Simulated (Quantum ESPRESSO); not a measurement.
# AlNi (Pm-3m) in Quantum ESPRESSO: further runs

Runs on AlNi. Level: PBE+D3(BJ). Tasks: single point, equation of state.

All numbers are computed with Quantum ESPRESSO 7.5; they aren't measurements. Logs are shortened: lines on timing, memory, paths and dates and some standing lists are left out, and cuts for length are marked.

### 1 The crystal as given

Symmetry: Pm-3m, No. 221, cubic system. The conventional cell has a = 2.881 Å, b = 2.881 Å, c = 2.881 Å, α = 90.00°, β = 90.00°, γ = 90.00°. Around Ni (site symmetry m-3m) lie 8 Al at 2.50 Å. Around Al (site symmetry m-3m) lie 8 Ni at 2.50 Å.

### 2 Single point, PBE+D3(BJ), collinear spin, ferromagnetic start, 11.24 Å³/atom

pw.in

```
&CONTROL
  calculation = 'scf'
  prefix = 'pwscf'
  outdir = './tmp'
  pseudo_dir = './pseudo'
  tprnfor = .true.
  tstress = .true.
  disk_io = 'nowf'
/
&SYSTEM
  ibrav = 0
  nat = 2
  ntyp = 2
  ecutwfc = 98
  nbnd = 20
  occupations = 'smearing'
  smearing = 'fd'
  degauss = 0.00367493
  nspin = 2
  starting_magnetization(1) = 0.0556
  starting_magnetization(2) = 0
  vdw_corr = 'grimme-d3'
  dftd3_version = 4
/
&ELECTRONS
  conv_thr = 4d-10
  electron_maxstep = 120
  mixing_beta = 0.3
/
ATOMIC_SPECIES
Ni    58.6934 Ni.upf
Al    26.9815 Al.upf
CELL_PARAMETERS angstrom
   2.8221875792    0.0000000000    0.0000000000
   0.0000000000    2.8221875792    0.0000000000
   0.0000000000    0.0000000000    2.8221875792
ATOMIC_POSITIONS crystal
Ni     0.5000000000    0.5000000000    0.5000000000
Al     0.0000000000    0.0000000000    0.0000000000
K_POINTS automatic
9 9 9 0 0 0
```

Potentials or basis: PseudoDojo 0.4.1 SR PBE standard.

Command:

```console
> OMP_NUM_THREADS=1 pw.x -in pw.in > pw.out
```

pw.out:

```text
This program is part of the open-source Quantum ESPRESSO suite
     for quantum simulation of materials; please cite
[... 9 lines left out ...]
     --------------------
     sticks:   dense  smooth     PW     G-vecs:    dense   smooth      PW
     Sum         885     885    261                19933    19933    3239

     Using Slab Decomposition

     bravais-lattice index     =            0
     lattice parameter (alat)  =       5.3332  a.u.
     unit-cell volume          =     151.6890 (a.u.)^3
     number of atoms/cell      =            2
     number of atomic types    =            2
     number of electrons       =        21.00
     number of Kohn-Sham states=           20
     kinetic-energy cutoff     =      98.0000  Ry
     charge density cutoff     =     392.0000  Ry
     scf convergence threshold =      4.0E-10
     mixing beta               =       0.3000
     number of iterations used =            8  plain     mixing
     Exchange-correlation= PBE
                           (   1   4   3   4   0   0   0)

     celldm(1)=   5.333162  celldm(2)=   0.000000  celldm(3)=   0.000000
     celldm(4)=   0.000000  celldm(5)=   0.000000  celldm(6)=   0.000000

     crystal axes: (cart. coord. in units of alat)
               a(1) = (   1.000000   0.000000   0.000000 )
               a(2) = (   0.000000   1.000000   0.000000 )
               a(3) = (   0.000000   0.000000   1.000000 )

     reciprocal axes: (cart. coord. in units 2 pi/alat)
               b(1) = (  1.000000  0.000000  0.000000 )
               b(2) = (  0.000000  1.000000  0.000000 )
               b(3) = (  0.000000  0.000000  1.000000 )

     PseudoPot. # 1 for Ni read from file:
     Ni.upf
     Pseudo is Norm-conserving + core correction, Zval = 18.0
     Generated using ONCVPSP code by D. R. Hamann
     Using radial grid of 1372 points,  6 beta functions with:
                l(1) =   0
                l(2) =   0
                l(3) =   1
                l(4) =   1
                l(5) =   2
                l(6) =   2

     PseudoPot. # 2 for Al read from file:
     Al.upf
     Pseudo is Norm-conserving + core correction, Zval =  3.0
     Generated using ONCVPSP code by D. R. Hamann
     Using radial grid of 1876 points,  6 beta functions with:
                l(1) =   0
                l(2) =   0
                l(3) =   1
                l(4) =   1
                l(5) =   2
                l(6) =   2

     atomic species   valence    mass     pseudopotential
     Ni               18.00    58.69340     Ni( 1.00)
     Al                3.00    26.98150     Al( 1.00)

     Starting magnetic structure
     atomic species   magnetization
     Ni              0.056
     Al              0.000

     48 Sym. Ops., with inversion, found

   Cartesian axes

     site n.     atom                  positions (alat units)
         1        Ni     tau(   1) = (   0.5000000   0.5000000   0.5000000  )
         2        Al     tau(   2) = (   0.0000000   0.0000000   0.0000000  )

     --------------------------------------------
     DFT-D3 Dispersion Correction (3-body terms):
     --------------------------------------------
       Reference C6 values for interpolation:

         atom   Coordination number   C6
         Al         0.000          1081.08
         Al         0.965           875.51
         Al         1.931           513.50
         Al         2.915           307.19
         Ni         0.000          1149.49
         Ni         1.794           356.66
         Ni         6.546           257.56
         Ni         6.292           283.75

       Values used:

         atom   Coordination number  R0_AB[au]  C6      C8
         Ni         9.092            3.162    257.67  21590.94
         Al        12.202            3.789    307.19  29441.29

         Molecular C6 ( Ry / a.u.^6 ) =      1123.70

     number of k points=    35  Fermi-Dirac smearing, width (Ry)=  0.0037
                       cart. coord. in units 2pi/alat
        k(    1) = (   0.0000000   0.0000000   0.0000000), wk =   0.0013717
        k(    2) = (   0.0000000   0.0000000   0.1111111), wk =   0.0082305
        k(    3) = (   0.0000000   0.0000000   0.2222222), wk =   0.0082305
        k(    4) = (   0.0000000   0.0000000   0.3333333), wk =   0.0082305
        k(    5) = (   0.0000000   0.0000000   0.4444444), wk =   0.0082305
        k(    6) = (   0.0000000   0.1111111   0.1111111), wk =   0.0164609
[... 27 lines left out ...]
        k(   34) = (   0.3333333   0.4444444   0.4444444), wk =   0.0329218
        k(   35) = (   0.4444444   0.4444444   0.4444444), wk =   0.0109739

     Dense  grid:    19933 G-vectors     FFT dimensions: (  36,  36,  36)

     Generating pointlists ...
     new r_m :   0.3572 (alat units)  1.9052 (a.u.) for type    1
     new r_m :   0.3572 (alat units)  1.9052 (a.u.) for type    2

     Initial potential from superposition of free atoms

[... 74 lines left out ...]

   -88.2502 -48.6297 -48.6297 -48.6297   3.6415  11.7111  11.7111  13.5841
    13.5841  13.5841  21.0099  21.0099  21.0099  23.5827  23.5827  30.1024
    36.8354  36.8354  36.8355  39.2186

          k = 0.0000 0.0000 0.1111 (  2489 PWs)   bands (ev):

   -88.2500 -48.6332 -48.6294 -48.6294   3.8787  11.6898  11.7689  13.4802
    13.4802  13.5954  19.0723  21.3206  21.3206  23.5842  25.3015  30.9068
    34.7931  34.7931  36.7378  36.8525

          k = 0.0000 0.0000 0.2222 (  2489 PWs)   bands (ev):

   -88.2494 -48.6420 -48.6287 -48.6287   4.5810  11.4700  11.9194  13.2371
    13.2371  13.6243  16.6483  22.1875  22.1875  23.5885  27.0909  32.0370
    32.0370  33.3784  34.1640  36.3589

          k = 0.0000 0.0000 0.3333 (  2485 PWs)   bands (ev):

   -88.2488 -48.6520 -48.6280 -48.6280   5.7184  10.5874  12.0986  12.9880
    12.9880  13.6573  15.1219  23.4818  23.4818  23.5937  28.4461  29.5061
    29.5061  32.3298  33.8542  37.0581

          k = 0.0000 0.0000 0.4444 (  2476 PWs)   bands (ev):

   -88.2483 -48.6586 -48.6275 -48.6275   7.2290   8.9741  12.2205  12.8379
    12.8379  13.6790  14.6194  23.5974  25.0467  25.0467  27.3392  27.3392
    29.8072  31.3724  31.8532  36.9923
[... 159 lines left out ...]
   -88.2459 -48.6481 -48.6478 -48.6478   9.0913  11.4229  11.4229  13.1797
    13.2711  13.2711  17.2885  17.2885  19.5739  22.9156  22.9156  24.3990
    30.0513  37.5480  37.5480  42.6935

          k = 0.3333 0.3333 0.4444 (  2462 PWs)   bands (ev):

   -88.2455 -48.6543 -48.6474 -48.6473   9.8777  11.0435  11.3013  13.2928
    13.3097  14.2345  15.6568  18.6413  20.0762  20.8378  21.9171  24.6215
    28.1469  38.3153  40.0514  42.5108

          k = 0.3333 0.4444 0.4444 (  2457 PWs)   bands (ev):

   -88.2450 -48.6537 -48.6536 -48.6467  10.3387  11.0556  11.0642  13.3557
    13.9970  14.9149  16.0051  17.5667  19.1348  21.0098  22.2312  22.9443
    26.1753  39.9125  42.1007  43.4181

          k = 0.4444 0.4444 0.4444 (  2476 PWs)   bands (ev):

   -88.2446 -48.6531 -48.6531 -48.6531  10.6687  10.9025  10.9025  14.0354
    14.0354  15.9517  17.1909  17.1909  19.3148  20.3643  20.3643  21.3528
    24.3274  42.6313  42.6313  46.4815

 ------ SPIN DOWN ----------

          k = 0.0000 0.0000 0.0000 (  2517 PWs)   bands (ev):

   -88.2502 -48.6297 -48.6297 -48.6297   3.6416  11.7112  11.7112  13.5841
    13.5841  13.5841  21.0100  21.0100  21.0100  23.5828  23.5828  30.1024
    36.8356  36.8356  36.8356  39.2187

          k = 0.0000 0.0000 0.1111 (  2489 PWs)   bands (ev):

   -88.2500 -48.6332 -48.6294 -48.6294   3.8788  11.6899  11.7690  13.4802
    13.4802  13.5954  19.0724  21.3207  21.3207  23.5844  25.3016  30.9069
    34.7932  34.7932  36.7378  36.8526

          k = 0.0000 0.0000 0.2222 (  2489 PWs)   bands (ev):

   -88.2494 -48.6420 -48.6287 -48.6287   4.5811  11.4701  11.9195  13.2371
    13.2371  13.6243  16.6484  22.1877  22.1877  23.5886  27.0910  32.0371
    32.0371  33.3785  34.1640  36.3589

          k = 0.0000 0.0000 0.3333 (  2485 PWs)   bands (ev):

   -88.2488 -48.6520 -48.6280 -48.6280   5.7185  10.5875  12.0986  12.9880
    12.9880  13.6573  15.1219  23.4819  23.4819  23.5938  28.4462  29.5062
    29.5062  32.3298  33.8543  37.0576

          k = 0.0000 0.0000 0.4444 (  2476 PWs)   bands (ev):

   -88.2483 -48.6586 -48.6274 -48.6274   7.2291   8.9742  12.2206  12.8379
    12.8379  13.6790  14.6194  23.5975  25.0468  25.0468  27.3393  27.3393
    29.8073  31.3724  31.8533  36.9924
[... 159 lines left out ...]
   -88.2459 -48.6481 -48.6478 -48.6478   9.0914  11.4230  11.4230  13.1797
    13.2712  13.2712  17.2885  17.2885  19.5740  22.9157  22.9157  24.3991
    30.0514  37.5481  37.5481  42.6943

          k = 0.3333 0.3333 0.4444 (  2462 PWs)   bands (ev):

   -88.2454 -48.6542 -48.6474 -48.6472   9.8777  11.0435  11.3013  13.2928
    13.3098  14.2345  15.6568  18.6413  20.0763  20.8379  21.9172  24.6217
    28.1469  38.3155  40.0515  42.5105

          k = 0.3333 0.4444 0.4444 (  2457 PWs)   bands (ev):

   -88.2450 -48.6537 -48.6536 -48.6467  10.3387  11.0557  11.0642  13.3557
    13.9971  14.9149  16.0051  17.5668  19.1349  21.0099  22.2313  22.9445
    26.1753  39.9127  42.1008  43.4182

          k = 0.4444 0.4444 0.4444 (  2476 PWs)   bands (ev):

   -88.2446 -48.6531 -48.6530 -48.6530  10.6688  10.9025  10.9025  14.0355
    14.0355  15.9518  17.1909  17.1909  19.3150  20.3644  20.3644  21.3529
    24.3275  42.6314  42.6315  46.4816

     the Fermi energy is    15.2820 ev

!    total energy              =    -340.36980840 Ry
     estimated scf accuracy    <          1.3E-10 Ry
     smearing contrib. (-TS)   =      -0.00044434 Ry
     internal energy E=F+TS    =    -340.36936405 Ry

     The total energy is F=E-TS. E is the sum of the following terms:
     one-electron contribution =    -227.10453032 Ry
     hartree contribution      =     125.46125014 Ry
     xc contribution           =     -45.26432655 Ry
     ewald contribution        =    -193.39919233 Ry
     DFT-D3 Dispersion         =      -0.06256498 Ry

     total magnetization       =     0.00 Bohr mag/cell
     absolute magnetization    =     0.00 Bohr mag/cell

     convergence has been achieved in  12 iterations

     Forces acting on atoms (cartesian axes, Ry/au):

     atom    1 type  1   force =     0.00000000    0.00000000    0.00000000
     atom    2 type  2   force =     0.00000000    0.00000000    0.00000000

     Total force =     0.000000     Total SCF correction =     0.000000

     Computing stress (Cartesian axis) and pressure

          total   stress  (Ry/bohr**3)                   (kbar)     P=       80.14
   0.00054477   0.00000000   0.00000000           80.14        0.00        0.00
   0.00000000   0.00054477   0.00000000            0.00       80.14        0.00
   0.00000000   0.00000000   0.00054477            0.00        0.00       80.14

=------------------------------------------------------------------------------=
   JOB DONE.
=------------------------------------------------------------------------------=
```

Run time: 46 s. Hardware: 1 thread of Arm Neoverse V2, shared host; peak memory 0.11 GiB.

What came out:

| Item | Value |
| --- | --- |
| Free energy | -4630.9672 eV |
| Pressure | 8.0 GPa |
| Band gap on the k mesh | none (metal or under the smearing width) |
| Net moment | 0.00 μB per cell |
| Absolute moment | 0.00 μB per cell |
| Valence electrons inside the program's atomic spheres | Ni 16.77; Al 1.22 |

Caveat: pairwise dispersion overbinds metals, which lowers pressure and volume.

### 3 Single point, PBE+D3(BJ), collinear spin, ferromagnetic start, 11.48 Å³/atom

Edit pw.in of step 2 so:

```diff
@@ -33,5 +33,5 @@
 CELL_PARAMETERS angstrom
-   2.8221875792    0.0000000000    0.0000000000
-   0.0000000000    2.8221875792    0.0000000000
-   0.0000000000    0.0000000000    2.8221875792
+   2.8420627945    0.0000000000    0.0000000000
+   0.0000000000    2.8420627945    0.0000000000
+   0.0000000000    0.0000000000    2.8420627945
 ATOMIC_POSITIONS crystal
```

Potentials or basis: PseudoDojo 0.4.1 SR PBE standard.

Command:

```console
> OMP_NUM_THREADS=1 pw.x -in pw.in > pw.out
```

Run time: 46 s. Hardware: 1 thread of Arm Neoverse V2, shared host; peak memory 0.11 GiB.

It converged, with:

| Quantity | Value |
| --- | --- |
| Free energy | -4630.9848 eV |
| Pressure | 3.8 GPa |
| Band gap on the k mesh | none (metal or under the smearing width) |
| Net moment | 0.00 μB per cell |
| Absolute moment | 0.00 μB per cell |
| Valence electrons inside the program's atomic spheres | Ni 16.79; Al 1.23 |

Caveat: pairwise dispersion overbinds metals, which lowers pressure and volume.

### 4 Single point, PBE+D3(BJ), collinear spin, ferromagnetic start, 11.72 Å³/atom

Edit pw.in of step 3 so:

```diff
@@ -33,5 +33,5 @@
 CELL_PARAMETERS angstrom
-   2.8420627945    0.0000000000    0.0000000000
-   0.0000000000    2.8420627945    0.0000000000
-   0.0000000000    0.0000000000    2.8420627945
+   2.8616638469    0.0000000000    0.0000000000
+   0.0000000000    2.8616638469    0.0000000000
+   0.0000000000    0.0000000000    2.8616638469
 ATOMIC_POSITIONS crystal
```

Command:

```console
> OMP_NUM_THREADS=1 pw.x -in pw.in > pw.out
```

It took 50 s on 1 thread of Arm Neoverse V2, shared host; peak memory 0.12 GiB.

The run converged. Its results:

```
Free energy                                           : -4630.9907 eV
Pressure                                              : 0.1 GPa
Band gap on the k mesh                                : none (metal or under the smearing width)
Net moment                                            : 0.00 μB per cell
Absolute moment                                       : 0.00 μB per cell
Valence electrons inside the program's atomic spheres : Ni 16.81; Al 1.23
```

Caveat: pairwise dispersion overbinds metals, which lowers pressure and volume.

### 5 Single point, PBE+D3(BJ), collinear spin, ferromagnetic start, 11.96 Å³/atom

Edit pw.in of step 4 so:

```diff
@@ -33,5 +33,5 @@
 CELL_PARAMETERS angstrom
-   2.8616638469    0.0000000000    0.0000000000
-   0.0000000000    2.8616638469    0.0000000000
-   0.0000000000    0.0000000000    2.8616638469
+   2.8810000000    0.0000000000    0.0000000000
+   0.0000000000    2.8810000000    0.0000000000
+   0.0000000000    0.0000000000    2.8810000000
 ATOMIC_POSITIONS crystal
```

Command:

```console
> OMP_NUM_THREADS=1 pw.x -in pw.in > pw.out
```

Wall time 50 s (1 thread of Arm Neoverse V2, shared host); peak memory 0.12 GiB.

Results (log left out):

```yaml
Free_energy: -4630.9861 eV
Pressure: -3.2 GPa
Band_gap_on_the_k_mesh: none (metal or under the smearing width)
Net_moment: 0.00 μB per cell
Absolute_moment: 0.00 μB per cell
Valence_electrons_inside_the_program's_atomic_spheres: Ni 16.82; Al 1.24
```

Caveat: pairwise dispersion overbinds metals, which lowers pressure and volume.

### 6 Single point, PBE+D3(BJ), collinear spin, ferromagnetic start, 12.20 Å³/atom

Edit pw.in of step 5 so:

```diff
@@ -33,5 +33,5 @@
 CELL_PARAMETERS angstrom
-   2.8810000000    0.0000000000    0.0000000000
-   0.0000000000    2.8810000000    0.0000000000
-   0.0000000000    0.0000000000    2.8810000000
+   2.9000800262    0.0000000000    0.0000000000
+   0.0000000000    2.9000800262    0.0000000000
+   0.0000000000    0.0000000000    2.9000800262
 ATOMIC_POSITIONS crystal
```

Potentials or basis: PseudoDojo 0.4.1 SR PBE standard.

Command:

```console
> OMP_NUM_THREADS=1 pw.x -in pw.in > pw.out
```

Run time: 47 s. Hardware: 1 thread of Arm Neoverse V2, shared host; peak memory 0.12 GiB.

The run converged. Its results:

```yaml
Free_energy: -4630.9719 eV
Pressure: -6.2 GPa
Band_gap_on_the_k_mesh: none (metal or under the smearing width)
Net_moment: 0.00 μB per cell
Absolute_moment: 0.00 μB per cell
Valence_electrons_inside_the_program's_atomic_spheres: Ni 16.84; Al 1.25
```

Caveat: pairwise dispersion overbinds metals, which lowers pressure and volume.

### 7 Single point, PBE+D3(BJ), collinear spin, ferromagnetic start, 12.43 Å³/atom

Edit pw.in of step 6 so:

```diff
@@ -33,5 +33,5 @@
 CELL_PARAMETERS angstrom
-   2.9000800262    0.0000000000    0.0000000000
-   0.0000000000    2.9000800262    0.0000000000
-   0.0000000000    0.0000000000    2.9000800262
+   2.9189122424    0.0000000000    0.0000000000
+   0.0000000000    2.9189122424    0.0000000000
+   0.0000000000    0.0000000000    2.9189122424
 ATOMIC_POSITIONS crystal
```

Command:

```console
> OMP_NUM_THREADS=1 pw.x -in pw.in > pw.out
```

It took 48 s on 1 thread of Arm Neoverse V2, shared host; peak memory 0.12 GiB.

Results (log left out):

* Free energy: -4630.9493 eV
* Pressure: -8.9 GPa
* Band gap on the k mesh: none (metal or under the smearing width)
* Net moment: 0.00 μB per cell
* Absolute moment: 0.00 μB per cell
* Valence electrons inside the program's atomic spheres: Ni 16.86; Al 1.25

Caveat: pairwise dispersion overbinds metals, which lowers pressure and volume.

### 8 Single point, PBE+D3(BJ), collinear spin, ferromagnetic start, 12.67 Å³/atom

Edit pw.in of step 7 so:

```diff
@@ -33,5 +33,5 @@
 CELL_PARAMETERS angstrom
-   2.9189122424    0.0000000000    0.0000000000
-   0.0000000000    2.9189122424    0.0000000000
-   0.0000000000    0.0000000000    2.9189122424
+   2.9375045414    0.0000000000    0.0000000000
+   0.0000000000    2.9375045414    0.0000000000
+   0.0000000000    0.0000000000    2.9375045414
 ATOMIC_POSITIONS crystal
```

Command:

```console
> OMP_NUM_THREADS=1 pw.x -in pw.in > pw.out
```

Run time: 48 s. Hardware: 1 thread of Arm Neoverse V2, shared host; peak memory 0.12 GiB.

The run converged. Its results:

```yaml
Free_energy: -4630.9192 eV
Pressure: -11.3 GPa
Band_gap_on_the_k_mesh: none (metal or under the smearing width)
Net_moment: 0.00 μB per cell
Absolute_moment: 0.00 μB per cell
Valence_electrons_inside_the_program's_atomic_spheres: Ni 16.87; Al 1.26
```

Caveat: pairwise dispersion overbinds metals, which lowers pressure and volume.

### 9 Equation of state, PBE+D3(BJ), collinear spin, ferromagnetic start

Potentials or basis: PseudoDojo 0.4.1 SR PBE standard.

This step only gathers the single runs of the series.

What came out:

| Property | Result |
| --- | --- |
| Equilibrium volume | 11.73 Å³/atom |
| Bulk modulus | 173 GPa |
| Pressure derivative of the bulk modulus | 4.5 |

Energy against volume, from the lowest point:
```csv
volume (Å³/atom),energy (meV/atom)
11.239,11.78
11.478,2.95
11.717,0.00
11.956,2.34
12.196,9.41
12.435,20.70
12.674,35.77
```
